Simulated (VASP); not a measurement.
Input and output of a VASP PBE single-point calculation on NbP (database structure)

INCAR

```
LASPH = .TRUE.
ENCUT = 520
NELM = 120
GGA = PE
EDIFF = 1E-7
SIGMA = 0.02
LWAVE = .FALSE.
ISMEAR = -1
LCHARG = .FALSE.
ISIF = 2
LREAL = .FALSE.
PREC = Accurate
IBRION = -1
NBANDS = 26
NSW = 0
```

KPOINTS

```
KPOINTS created by Atomic Simulation Environment
0
Gamma
10 10 10
0 0 0
```

KPOINTS_OPT

```
special points
11
Reciprocal
0.0000000000 0.0000000000 0.0000000000 1
0.0000000000 0.0000000000 0.5000000000 1
0.2500000000 0.2500000000 0.2500000000 1
0.0000000000 0.5000000000 0.0000000000 1
0.5000000000 0.5000000000 -0.5000000000 1
0.2711998329 0.7288001671 -0.2711998329 1
-0.2711998329 0.2711998329 0.2711998329 1
-0.0423996659 0.0423996659 0.5000000000 1
0.5000000000 0.5000000000 -0.0423996659 1
0.3494470000 -0.4422200000 0.4422200000 1
0.2116700000 -0.2935380000 0.2935380000 1
```

POSCAR

```
Nb P
 1.0000000000000000
    -1.6691837429557670    1.6691837429557670    5.7320230932389720
     1.6691837429557670   -1.6691837429557670    5.7320230932389720
     1.6691837429557670    1.6691837429557670   -5.7320230932389720
 Nb  P
   2   2
Cartesian
  0.0000000000000001 -0.0000000000000001  8.5959981846105435
  1.6691837429557670 -0.0000000000000001  5.7299866379910593
  0.0000000000000000 -0.0000000000000000  3.8153058019902573
  1.6691837429557674 -0.0000000000000001  0.9492942553707715
```

VASP ran with the recommended PBE PAW datasets (36 valence electrons in the cell).

Command

```
mpirun -np 1 vasp_std
```

OSZICAR

```
N       E                     dE             d eps       ncg     rms          rms(c)
DAV:   1     0.351326569264E+03    0.35133E+03   -0.19152E+04  5304   0.138E+03
DAV:   2    -0.794503146006E+01   -0.35927E+03   -0.34860E+03  6310   0.507E+02
DAV:   3    -0.359757423122E+02   -0.28031E+02   -0.27525E+02  9856   0.106E+02
DAV:   4    -0.376050011794E+02   -0.16293E+01   -0.16211E+01  7904   0.209E+01
DAV:   5    -0.376765677051E+02   -0.71567E-01   -0.71499E-01  9366   0.474E+00    0.129E+01
DAV:   6    -0.352937430465E+02    0.23828E+01   -0.82733E+00  8176   0.200E+01    0.477E+00
DAV:   7    -0.353139971932E+02   -0.20254E-01   -0.67241E-01  8206   0.438E+00    0.307E+00
DAV:   8    -0.353124707937E+02    0.15264E-02   -0.78086E-02  7932   0.188E+00    0.460E-01
DAV:   9    -0.353127027783E+02   -0.23198E-03   -0.84925E-03  8796   0.551E-01    0.329E-01
DAV:  10    -0.353131066991E+02   -0.40392E-03   -0.20126E-03  6318   0.418E-01    0.685E-02
DAV:  11    -0.353130809171E+02    0.25782E-04   -0.13287E-04  8290   0.990E-02    0.249E-02
DAV:  12    -0.353130780176E+02    0.28994E-05   -0.55312E-06  7906   0.224E-02    0.883E-03
DAV:  13    -0.353130761138E+02    0.19038E-05   -0.12360E-06  8132   0.103E-02    0.236E-03
DAV:  14    -0.353130758765E+02    0.23727E-06   -0.79043E-08  4284   0.234E-03    0.242E-04
DAV:  15    -0.353130759252E+02   -0.48688E-07   -0.21783E-08  3646   0.166E-03
   1 F= -.35313076E+02 E0= -.35312584E+02  d E =-.983994E-03
       N       E                     dE             ncg
DAV:   1     0.788447286857E+04   -0.10426E+05      572
DAV:   2     0.383920536948E+04   -0.40453E+04      668
DAV:   3     0.352154185387E+04   -0.31766E+03     1056
DAV:   4     0.350537797927E+04   -0.16164E+02      832
DAV:   5     0.350445979172E+04   -0.91819E+00      950
DAV:   6     0.350444187069E+04   -0.17921E-01      800
DAV:   7     0.350444077883E+04   -0.10919E-02      884
DAV:   8     0.350444072183E+04   -0.57003E-04      888
DAV:   9     0.350444071773E+04   -0.40906E-05      816
DAV:  10     0.350444071746E+04   -0.27413E-06      584
DAV:  11     0.350444071744E+04   -0.19721E-07      536
```

From OUTCAR

```
k-points           NKPTS =    102   k-points in BZ     NKDIM =    102   number of bands    NBANDS=     26

   NELECT =      36.0000    total number of electrons

   dimension x,y,z NGX =    48 NGY =   48 NGZ =   48
   dimension x,y,z NGXF=    96 NGYF=   96 NGZF=   96

  energy-cutoff  :      520.00
  volume of cell :       63.88
      direct lattice vectors                 reciprocal lattice vectors
    -1.669183743  1.669183743  5.732023093     0.000000000  0.299547609  0.087229237
     1.669183743 -1.669183743  5.732023093     0.299547609  0.000000000  0.087229237
     1.669183743  1.669183743 -5.732023093     0.299547609  0.299547609  0.000000000

 k-points in reciprocal lattice and weights: KPOINTS created by Atomic Simulation Env
   0.00000000  0.00000000  0.00000000       0.001
   0.10000000 -0.00000000  0.00000000       0.008
   0.20000000 -0.00000000  0.00000000       0.008
   0.30000000 -0.00000000  0.00000000       0.008
   0.40000000  0.00000000  0.00000000       0.008
   0.50000000 -0.00000000  0.00000000       0.004
   0.10000000  0.10000000  0.00000000       0.008
   0.20000000  0.10000000  0.00000000       0.016
   ...

 E-fermi :  10.6712

 k-point     1 :       0.0000    0.0000    0.0000
  band No.  band energies     occupation
      1     -44.2595      2.00000
      2     -44.2215      2.00000
      3     -20.5290      2.00000
      4     -20.3213      2.00000
      5     -20.3213      2.00000
      6     -20.1785      2.00000
      7     -20.1785      2.00000
      8     -20.1391      2.00000
      9      -2.0902      2.00000
     10       0.3299      2.00000
     11       4.4734      2.00000
     12       7.6196      2.00000
     13       8.4361      2.00000
     14       8.4361      2.00000
     15       8.5172      2.00000
     16       8.9327      2.00000
     17       9.3156      2.00000
     18       9.3156      2.00000
     19      11.5206      0.00000
     20      12.2879      0.00000
     21      13.3326      0.00000
     22      13.8454      0.00000
     23      13.8454      0.00000
     24      14.0746      0.00000
     25      14.7808      0.00000
     26      14.7808      0.00000

 k-point     2 :       0.1000   -0.0000    0.0000
  band No.  band energies     occupation
      1     -44.2570      2.00000
      2     -44.2206      2.00000
      3     -20.5198      2.00000
      4     -20.3485      2.00000
      5     -20.3191      2.00000
      6     -20.2057      2.00000
      7     -20.1756      2.00000
      8     -20.1399      2.00000
      9      -1.9424      2.00000
     10       0.3516      2.00000
     11       4.5699      2.00000
     12       7.4126      2.00000
     13       8.2002      2.00000
     14       8.3339      2.00000
     15       8.5866      2.00000
     16       8.8540      2.00000
     17       9.2663      2.00000
     18       9.4557      2.00000
     19      11.3428      0.00000
     20      12.0264      0.00000
     21      13.0941      0.00000
     22      13.6163      0.00000
     23      14.0838      0.00000
     24      14.1614      0.00000
     25      14.8199      0.00000
     26      15.2491      0.00000

 k-point     3 :       0.2000   -0.0000    0.0000
  band No.  band energies     occupation
      1     -44.2505      2.00000
      2     -44.2181      2.00000
      3     -20.5006      2.00000
      4     -20.4132      2.00000
      5     -20.3134      2.00000
      6     -20.2706      2.00000
      7     -20.1680      2.00000
      8     -20.1486      2.00000
      9      -1.5238      2.00000
     10       0.4025      2.00000
     11       4.7950      2.00000
     12       6.9163      2.00000
     13       7.4056      2.00000
     14       8.0898      2.00000
     15       8.7575      2.00000
     16       8.9758      2.00000
     17       9.0316      2.00000
     18       9.8536      2.00000
     19      11.0852      0.00000
     20      11.7678      0.00000
     21      12.4811      0.00000
     22      13.3627      0.00000
     23      13.8716      0.00000
     24      14.6340      0.00000
     25      15.2907      0.00000
     26      16.1804      0.00000

 k-point     4 :       0.3000   -0.0000    0.0000
  band No.  band energies     occupation
      1     -44.2421      2.00000
      2     -44.2154      2.00000
      3     -20.5319      2.00000
      4     -20.4389      2.00000
      5     -20.3407      2.00000
      6     -20.3062      2.00000
      7     -20.1662      2.00000
      8     -20.1586      2.00000
      9      -0.9120      2.00000
     10       0.4472      2.00000
     11       4.9508      2.00000
     12       5.9928      2.00000
     13       7.0706      2.00000
     14       7.7947      2.00000
     15       8.6966      2.00000
     16       8.8720      2.00000
     17       9.0963      2.00000
     18      10.2841      2.00000
     19      10.8605      0.00016
     20      11.8488      0.00000
     21      12.3336      0.00000
     22      13.1777      0.00000
     23      13.6983      0.00000
     24      14.9565      0.00000
     25      15.4007      0.00000
     26      16.8927      0.00000

 k-point     5 :       0.4000    0.0000    0.0000
  band No.  band energies     occupation
      1     -44.2347      2.00000
      2     -44.2138      2.00000
      3     -20.5959      2.00000
      4     -20.4466      2.00000
      5     -20.3633      2.00000
      6     -20.3004      2.00000
      7     -20.1870      2.00000
      8     -20.1511      2.00000
      9      -0.2580      2.00000
     10       0.4337      2.00000
     11       4.7476      2.00000
     12       5.3051      2.00000
     13       7.1539      2.00000
     14       7.5515      2.00000
     15       8.4458      2.00000
     16       8.8054      2.00000
     17       9.1851      2.00000
     18      10.4611      1.99995
     19      10.7613      0.02191
     20      11.9626      0.00000
     21      12.8356      0.00000
     22      13.2798      0.00000
     23      13.6479      0.00000
     24      14.8831      0.00000
     25      15.2813      0.00000
     26      17.0020      0.00000

 k-point     6 :       0.5000   -0.0000    0.0000
  band No.  band energies     occupation
      1     -44.2317      2.00000
      2     -44.2133      2.00000
      3     -20.6217      2.00000
      4     -20.4614      2.00000
      5     -20.3554      2.00000
      6     -20.2982      2.00000
      7     -20.1977      2.00000
      8     -20.1482      2.00000
      9       0.1463      2.00000
     10       0.3206      2.00000
     11       4.4592      2.00000
     12       5.1852      2.00000
     13       7.2528      2.00000
     14       7.4581      2.00000
     15       8.3559      2.00000
     16       8.7836      2.00000
     17       9.1389      2.00000
     18      10.5360      1.99769
     19      10.7477      0.04282
     20      11.9859      0.00000
     21      13.1211      0.00000
     22      13.3403      0.00000
     23      13.9761      0.00000
     24      14.3836      0.00000
     25      15.5192      0.00000
     26      16.8483      0.00000

 k-point     7 :       0.1000    0.1000    0.0000
  band No.  band energies     occupation
      1     -44.2542      2.00000
      2     -44.2200      2.00000
      3     -20.5066      2.00000
      4     -20.3504      2.00000
      5     -20.3429      2.00000
      6     -20.2064      2.00000
      7     -20.1983      2.00000
      8     -20.1443      2.00000
      9      -1.7798      2.00000
     10       0.3294      2.00000
     11       4.7392      2.00000
     12       7.2251      2.00000
     13       8.1337      2.00000
     14       8.2064      2.00000
     15       8.2144      2.00000
     16       8.7406      2.00000
     17       9.4689      2.00000
     18       9.6253      2.00000
     19      11.2129      0.00000
     20      11.6898      0.00000
     21      13.3019      0.00000
     22      13.4597      0.00000
     23      14.1761      0.00000
     24      14.4480      0.00000
     25      14.7741      0.00000
     26      15.3018      0.00000

 k-point     8 :       0.2000    0.1000    0.0000
  band No.  band energies     occupation
      1     -44.2474      2.00000
      2     -44.2178      2.00000
      3     -20.4862      2.00000
      4     -20.4112      2.00000
      5     -20.3400      2.00000
      6     -20.2664      2.00000
      7     -20.1946      2.00000
      8     -20.1547      2.00000
      9      -1.3622      2.00000
     10       0.3528      2.00000
     11       5.0271      2.00000
     12       6.7785      2.00000
     13       7.3019      2.00000
     14       7.8768      2.00000
     15       8.2660      2.00000
     16       8.7364      2.00000
     17       9.4773      2.00000
     18      10.0231      2.00000
     19      11.0170      0.00000
     20      11.5009      0.00000
     21      12.7997      0.00000
     22      13.7274      0.00000
     23      14.0090      0.00000
     24      14.5504      0.00000
     25      15.2876      0.00000
     26      15.9142      0.00000

 ...

  Total        0.1423537      0.1423537     -0.1135374      0.0000000      0.0000000      0.0000000
  in kB        3.5702874      3.5702874     -2.8475624      0.0000000      0.0000000      0.0000000
  external PRESSURE =       1.4310041 kB  Pullay stress =       0.0000000 kB

 POSITION                                       TOTAL-FORCE (eV/Angst)
 -----------------------------------------------------------------------------------
      0.00000      0.00000      8.59600         0.000000      0.000000      0.016234
      1.66918     -0.00000      5.72999        -0.000000     -0.000000      0.016234
      0.00000      0.00000      3.81531         0.000000      0.000000     -0.016234
      1.66918      0.00000      0.94929        -0.000000     -0.000000     -0.016234
 -----------------------------------------------------------------------------------
    total drift:                               -0.000000     -0.000000      0.000184

  FREE ENERGIE OF THE ION-ELECTRON SYSTEM (eV)
  ---------------------------------------------------
  free  energy   TOTEN  =       -35.3130759252 eV

  energy  without entropy=      -35.3120919312  energy(sigma->0) =      -35.31258393
```

```
gap between bands v and c : -0.20 eV (bands overlap: a metal)
least direct gap          : 0.00 eV
pressure                  : 0.1 GPa
largest force             : 0.02 eV/Å
```

Band v is the last that the valence electrons fill when counted band by band, and c is the next.

The run took about 8 min on one core of a shared host (Intel Xeon Platinum 8488C) and held 0.46 GiB at most.
